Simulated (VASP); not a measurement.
# Ru (P6_3/mmc) in VASP: further runs

One crystal, Ru, is run at these levels: PBEsol; tasks: single point.

Everything below comes from runs of VASP 6.6.1. Logs are shortened: lines on timing, memory, paths and dates and some standing lists are left out, and cuts for length are marked.

## (1) The undisturbed crystal

The structure is hexagonal, space group P6_3/mmc (No. 194). The conventional cell has a = 2.706 Å, b = 2.706 Å, c = 4.282 Å, α = 90.00°, β = 90.00°, γ = 120.00°. Ru (site symmetry -6m2) has 12 Ru at 2.65 to 2.71 Å as nearest neighbours.

## (2) Single point, PBEsol (grid = ENCUT=400 dk=0.35 cell=3x3x3 ISMEAR=1 SIGMA=0.1 LREAL=Auto EDIFF=1e-06)

Input file INCAR:

```
SYSTEM = Ru
PREC = Accurate ; ENCUT = 400
EDIFF = 1E-6 ; ISMEAR = 1
SIGMA = 0.1 ; LREAL = Auto
LASPH = .True. ; NELM = 120
ALGO = Fast ; ISIF = 2
LWAVE = .False. ; LCHARG = .False.
GGA = PS ; NBANDS = 432
NCORE = 1 ; KPAR = 2
```

Input file KPOINTS:

```
regular mesh
0
Gamma
  3 3 2
  0 0 0
```

Input file POSCAR:

```
Ru
1.0
    8.1174000000      0.0000000000      0.0000000000
   -4.0587000000      7.0298746128      0.0000000000
    0.0000000000      0.0000000000     12.8457000000
Ru
54
Direct
    0.2222222222      0.1111111111      0.2500000000
    0.2222222222      0.1111111111      0.5833333333
    0.2222222222      0.1111111111      0.9166666667
    0.2222222222      0.4444444444      0.2500000000
    0.2222222222      0.4444444444      0.5833333333
    0.2222222222      0.4444444444      0.9166666667
    0.2222222222      0.7777777778      0.2500000000
    0.2222222222      0.7777777778      0.5833333333
    0.2222222222      0.7777777778      0.9166666667
    0.5555555556      0.1111111111      0.2500000000
    0.5555555556      0.1111111111      0.5833333333
    0.5555555556      0.1111111111      0.9166666667
    0.5555555556      0.4444444444      0.2500000000
    0.5555555556      0.4444444444      0.5833333333
    0.5555555556      0.4444444444      0.9166666667
    0.5555555556      0.7777777778      0.2500000000
    0.5555555556      0.7777777778      0.5833333333
    0.5555555556      0.7777777778      0.9166666667
    0.8888888889      0.1111111111      0.2500000000
    0.8888888889      0.1111111111      0.5833333333
    0.8888888889      0.1111111111      0.9166666667
    0.8888888889      0.4444444444      0.2500000000
    0.8888888889      0.4444444444      0.5833333333
    0.8888888889      0.4444444444      0.9166666667
    0.8888888889      0.7777777778      0.2500000000
    0.8888888889      0.7777777778      0.5833333333
    0.8888888889      0.7777777778      0.9166666667
    0.1111111111      0.2222222222      0.0833333333
    0.1111111111      0.2222222222      0.4166666667
    0.1111111111      0.2222222222      0.7500000000
    0.1111111111      0.5555555556      0.0833333333
    0.1111111111      0.5555555556      0.4166666667
    0.1111111111      0.5555555556      0.7500000000
    0.1111111111      0.8888888889      0.0833333333
    0.1111111111      0.8888888889      0.4166666667
    0.1111111111      0.8888888889      0.7500000000
    0.4444444444      0.2222222222      0.0833333333
    0.4444444444      0.2222222222      0.4166666667
    0.4444444444      0.2222222222      0.7500000000
    0.4444444444      0.5555555556      0.0833333333
    0.4444444444      0.5555555556      0.4166666667
    0.4444444444      0.5555555556      0.7500000000
    0.4444444444      0.8888888889      0.0833333333
    0.4444444444      0.8888888889      0.4166666667
    0.4444444444      0.8888888889      0.7500000000
    0.7777777778      0.2222222222      0.0833333333
    0.7777777778      0.2222222222      0.4166666667
    0.7777777778      0.2222222222      0.7500000000
    0.7777777778      0.5555555556      0.0833333333
    0.7777777778      0.5555555556      0.4166666667
    0.7777777778      0.5555555556      0.7500000000
    0.7777777778      0.8888888889      0.0833333333
    0.7777777778      0.8888888889      0.4166666667
    0.7777777778      0.8888888889      0.7500000000
```

Potentials or basis: VASP PAW PBE potentials, release 64 (Ru_pv).

Command:

```sh
> cat potpaw_PBE.64/Ru_pv/POTCAR > POTCAR
> mpirun -np 4 vasp_std > vasp.out
```

OUTCAR:

```text
SYSTEM = Ru
   PREC = Accurate
   ENCUT = 400
   EDIFF = 1E-6
   ISMEAR = 1
   LREAL = Auto
   LASPH = .True.
   NELM = 120
   ISIF = 2
   GGA = PS

 Found      6 irreducible k-points:

 Following reciprocal coordinates:
            Coordinates               Weight
  0.000000  0.000000  0.000000      1.000000
  0.333333  0.000000  0.000000      6.000000
  0.333333  0.333333  0.000000      2.000000
  0.000000  0.000000  0.500000      1.000000
  0.333333  0.000000  0.500000      6.000000
  0.333333  0.333333  0.500000      2.000000
   k-points           NKPTS =      6   k-points in BZ     NKDIM =      6   number of bands    NBANDS=    432
   number of dos      NEDOS =    301   number of ions     NIONS =     54
   total plane-waves  NPLWV = 244944
   dimension x,y,z NGX =    54 NGY =   54 NGZ =   84
   dimension x,y,z NGXF=   108 NGYF=  108 NGZF=  168
   ions per type =              54
   NGX,Y,Z   is equivalent  to a cutoff of  11.06, 11.06, 10.87 a.u.
   NGXF,Y,Z  is equivalent  to a cutoff of  22.12, 22.12, 21.74 a.u.
 SYSTEM =  Ru
   PREC   = accura    normal or accurate (medium, high low for compatibility)
   ISTART =      0    job   : 0-new  1-cont  2-samecut
   ICHARG =      2    charge: 1-file 2-atom 10-const
   ISPIN  =      1    spin polarized calculation?
   LNONCOLLINEAR =      F non collinear calculations
   LSORBIT =      F    spin-orbit coupling
   LASPH  =      T    aspherical Exc in radial PAW
   ENCUT  =  400.0 eV  29.40 Ry    5.42 a.u.  13.24 13.24 20.95*2*pi/ulx,y,z
   NELM   =    120;   NELMIN=  2; NELMDL= -5     # of ELM steps
   EDIFF  = 0.1E-05   stopping-criterion for ELM
   LREAL  =      T    real-space projection
   EDIFFG = 0.1E-04   stopping-criterion for IOM
   NSW    =      0    number of steps for IOM
   IBRION =     -1    ionic relax: 0-MD 1-quasi-New 2-CG
   NFREE  =      0    steps in history (QN), initial steepest desc. (CG)
   ISIF   =      2    stress and relaxation
   ISYM   =      2    0-nonsym 1-usesym 2-fastsym
   POTIM  = 0.5000    time-step for ionic-motion
   TEBEG  =    0.0;   TEEND  =   0.0 temperature during run
   PSTRESS=    0.0 pullay stress
   NELECT =     756.0000    total number of electrons
   NUPDOWN=      -1.0000    fix difference up-down
   EMIN   =  10.00;   EMAX   =-10.00  energy-range for DOS
   EFERMI =   0.00;   METHOD = LEGACY
   ISMEAR =     1;   SIGMA  =   0.10  broadening in eV -4-tet -1-fermi 0-gaus
   EFERMI_NEDOS =   21; number of points for ismear=-14 and -15
   IALGO  =     68    algorithm
   IMIX   =      4    mixing-type and parameters
     AMIX     =   0.40;   BMIX     =  1.00
     AMIX_MAG =   1.60;   BMIX_MAG =  1.00
  volume/ion in A,a.u.               =      13.57        91.61
  Fermi-wavevector in a.u.,A,eV,Ry     =   1.654022  3.125649 37.222674  2.735789
  Thomas-Fermi vector in A             =   2.742361
   LORBIT       =      0    0 simple, 1 ext, 2 COOP (PROOUT), +10 PAW based schemes
   GGA     = PS    functional components
   LHFCALC =     F    Hartree Fock is set to
   AEXX    =    0.0000 exact exchange contribution
   IVDW    =     0    specifies the selected vdW correction
   LEPSILON=     F    determine dielectric tensor
   LRPA    =     F    only Hartree local field effects (RPA)
 non-spin polarized calculation
 RMM-DIIS sequential band-by-band and
 Methfessel and Paxton  Order N= 1 SIGMA  =   0.10
  energy-cutoff  :      400.00
  volume of cell :      733.03
 maximum number of plane-waves:     13386
 NGX is ok and might be reduce to    54
   NGX = 27   NGY = 27   NGZ = 41

 number of electron     756.0000199 magnetization

 Free energy of the ion-electron system (eV)
  ---------------------------------------------------
  ext. energy  EPLUGINS =         0.00000000
  ---------------------------------------------------
  free energy    TOTEN  =      -549.47055740 eV

  energy without entropy =     -549.50800655  energy(sigma->0) =     -549.48304045

 E-fermi :  12.7770     XC(G=0): -14.2823

 val. band max:       12.7746565745   @ k =   0.3333   0.3333   0.0000
 cond. band min:      12.8546818692   @ k =   0.3333   0.0000   0.0000
 fundamental gap:      0.0800252947
 Fermi energy:        12.7769859857

 k-point     1 :       0.0000    0.0000    0.0000
  band No.  band energies     occupation
      1     -30.8907      2.00000
      2     -30.6921      2.00000
      3     -30.6921      2.00000
      4     -30.6921      2.00000
      5     -30.6921      2.00000
      6     -30.6921      2.00000
[... 382 lines left out ...]
    389      13.2354     -0.00000
    390      13.2355     -0.00000

 k-point     2 :       0.3333    0.0000    0.0000
  band No.  band energies     occupation
      1     -30.8491      2.00000
      2     -30.8036      2.00000
      3     -30.8036      2.00000
      4     -30.7336      2.00000
      5     -30.7336      2.00000
      6     -30.7336      2.00000
[... 382 lines left out ...]
    389      13.1606     -0.00000
    390      13.2387     -0.00000

 k-point     3 :       0.3333    0.3333    0.0000
  band No.  band energies     occupation
      1     -30.7903      2.00000
      2     -30.7903      2.00000
      3     -30.7903      2.00000
      4     -30.7903      2.00000
      5     -30.7903      2.00000
      6     -30.7903      2.00000
[... 382 lines left out ...]
    389      12.8945     -0.07011
    390      12.8945     -0.07011

 k-point     4 :       0.0000    0.0000    0.5000
  band No.  band energies     occupation
      1     -30.8180      2.00000
      2     -30.8180      2.00000
      3     -30.6618      2.00000
      4     -30.6618      2.00000
      5     -30.6618      2.00000
      6     -30.6618      2.00000
[... 382 lines left out ...]
    389      13.0805     -0.00015
    390      13.0809     -0.00015

 k-point     5 :       0.3333    0.0000    0.5000
  band No.  band energies     occupation
      1     -30.7840      2.00000
      2     -30.7840      2.00000
      3     -30.7808      2.00000
      4     -30.7808      2.00000
      5     -30.7534      2.00000
      6     -30.7534      2.00000
[... 382 lines left out ...]
    389      13.1903     -0.00000
    390      13.1903     -0.00000

 k-point     6 :       0.3333    0.3333    0.5000
  band No.  band energies     occupation
      1     -30.7732      2.00000
      2     -30.7732      2.00000
      3     -30.7732      2.00000
      4     -30.7732      2.00000
      5     -30.7732      2.00000
      6     -30.7732      2.00000
[... 382 lines left out ...]
    389      13.2057     -0.00000
    390      13.2058     -0.00000
 [bands above 390 left out]

------------------------ aborting loop because EDIFF is reached ----------------------------------------

  FORCE on cell =-STRESS in cart. coord.  units (eV):
  Direction    XX          YY          ZZ          XY          YZ          ZX
  --------------------------------------------------------------------------------------
  -------------------------------------------------------------------------------------
  Total      -33.4872286    -33.4872286    -35.6180932      0.0000000      0.0000000      0.0000000
  in kB      -73.1926529    -73.1926529    -77.8500591      0.0000000      0.0000000      0.0000000
  external PRESSURE =     -74.7451216 kB  Pullay stress =       0.0000000 kB

 VOLUME and BASIS-vectors are now :
 -----------------------------------------------------------------------------
  energy-cutoff  :      400.00
  volume of cell :      733.03
      direct lattice vectors                 reciprocal lattice vectors
     8.117400000  0.000000000  0.000000000     0.123192155  0.071125024  0.000000000
    -4.058700000  7.029874613  0.000000000     0.000000000  0.142250048  0.000000000
     0.000000000  0.000000000 12.845700000     0.000000000  0.000000000  0.077847062

 POSITION                                       TOTAL-FORCE (eV/Angst)
 -----------------------------------------------------------------------------------
      1.35290      0.78110      3.21143         0.000000      0.000000     -0.000000
      1.35290      0.78110      7.49332         0.000000     -0.000000     -0.000000
      1.35290      0.78110     11.77523         0.000000      0.000000      0.000000
      0.00000      3.12439      3.21143         0.000000      0.000000      0.000000
      0.00000      3.12439      7.49332         0.000000      0.000000     -0.000000
      0.00000      3.12439     11.77523         0.000000      0.000000      0.000000
[... 46 lines left out ...]
      2.70580      6.24878      5.35238        -0.000000      0.000000     -0.000000
      2.70580      6.24878      9.63428        -0.000000      0.000000     -0.000000
 -----------------------------------------------------------------------------------
    total drift:                                0.000000      0.000000     -0.000005

  FREE ENERGIE OF THE ION-ELECTRON SYSTEM (eV)
  ---------------------------------------------------
  free  energy   TOTEN  =      -549.4705573954 eV

  energy  without entropy=     -549.5080065497  energy(sigma->0) =     -549.48304045
```

It took 15 min on 4 MPI ranks of Intel Xeon Platinum 8488C (Sapphire Rapids), shared host; peak memory 0.68 GiB.

The run converged, but some of its settings lie outside the range that counts as converged, so its numbers aren't taken as properties of the crystal.

Results:

```
Free energy            : -549.4706 eV
Pressure               : -7.5 GPa
Band gap on the k mesh : none (metal or under the smearing width)
```

Caveat: the PAW data sets were made with another functional, which shifts forces and pressure a little.

(Part 1 of 2 ends here.)
